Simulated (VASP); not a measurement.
**VASP 6.6.1 run: AlN**

INCAR

```
ISMEAR = -1
SIGMA = 0.02
IBRION = -1
LASPH = .TRUE.
NBANDS = 16
LCHARG = .FALSE.
ENCUT = 200
LWAVE = .FALSE.
EDIFF = 1E-7
PREC = Low
ISIF = 2
NSW = 0
GGA = PE
LREAL = .FALSE.
NELM = 63
```

KPOINTS

```
KPOINTS created by Atomic Simulation Environment
0
Gamma
12 12 6
0 0 0
```

POSCAR

```
Al N
 1.0000000000000000
     3.1066937601931870    0.0000000000000000    0.0000000000000000
    -1.5533468800965935    2.6904757181059007    0.0000000000000000
     0.0000000000000000    0.0000000000000000    4.8292338054000004
 Al  N
   2   2
Cartesian
  0.0000000000000000  1.7936504787372667 -0.0317922674036293
  1.5533468800965933  0.8968252393686333  2.3828246352963705
  0.0000000000000000  1.7936504787372667  1.8427549444286293
  1.5533468800965933  0.8968252393686333  4.2573718471286286
```

The recommended PBE PAW datasets give the neutral cell 16 valence electrons.

Command

```
mpirun -np 1 vasp_std
```

**Question.** Predict the outcome of this run.

**Answer.** It converged. Results: gap between bands v and c on the k mesh 3.68 eV; least direct gap on the k mesh 3.68 eV; pressure -64.6 GPa; largest force 0.12 eV/Å. Band v is the last that the valence electrons fill when counted band by band, and c is the next.

OSZICAR

```
N       E                     dE             d eps       ncg     rms          rms(c)
DAV:   1     0.345736450516E+01    0.34574E+01   -0.40718E+03  2608   0.413E+02
DAV:   2    -0.314616073486E+02   -0.34919E+02   -0.33444E+02  3416   0.115E+02
DAV:   3    -0.323243941016E+02   -0.86279E+00   -0.86229E+00  2712   0.174E+01
DAV:   4    -0.323266174382E+02   -0.22233E-02   -0.22232E-02  3208   0.101E+00
DAV:   5    -0.323266302593E+02   -0.12821E-04   -0.12821E-04  2720   0.699E-02    0.124E+01
DAV:   6    -0.302220754889E+02    0.21046E+01   -0.28534E+00  2624   0.115E+01    0.710E+00
DAV:   7    -0.300738240410E+02    0.14825E+00   -0.32574E-01  3144   0.365E+00    0.370E+00
DAV:   8    -0.300434164370E+02    0.30408E-01   -0.37132E-02  2648   0.134E+00    0.545E-01
DAV:   9    -0.300419710364E+02    0.14454E-02   -0.41726E-03  2680   0.437E-01    0.125E-01
DAV:  10    -0.300422283015E+02   -0.25727E-03   -0.45523E-04  2488   0.127E-01    0.459E-02
DAV:  11    -0.300422222354E+02    0.60662E-05   -0.41033E-06  3344   0.141E-02    0.152E-02
DAV:  12    -0.300422248137E+02   -0.25783E-05   -0.24665E-06  2512   0.107E-02    0.624E-03
DAV:  13    -0.300422248843E+02   -0.70594E-07   -0.12776E-07  2656   0.241E-03
   1 F= -.30042225E+02 E0= -.30042225E+02  d E =-.506907E-11
```

Standard output (part)

```
POSCAR found type information on POSCAR AlN
 POSCAR found :  2 types and       4 ions
 LDA part: xc-table for (Slater+PW92), standard interpolation
 POSCAR, INCAR and KPOINTS ok, starting setup
 WAVECAR not read
 entering main loop
```

These settings aren't sound, so the numbers aren't properties of the crystal.

On sound settings PBE gives a gap of 4.33 eV on its mesh and a pressure of 10.7 GPa for the intended cell.
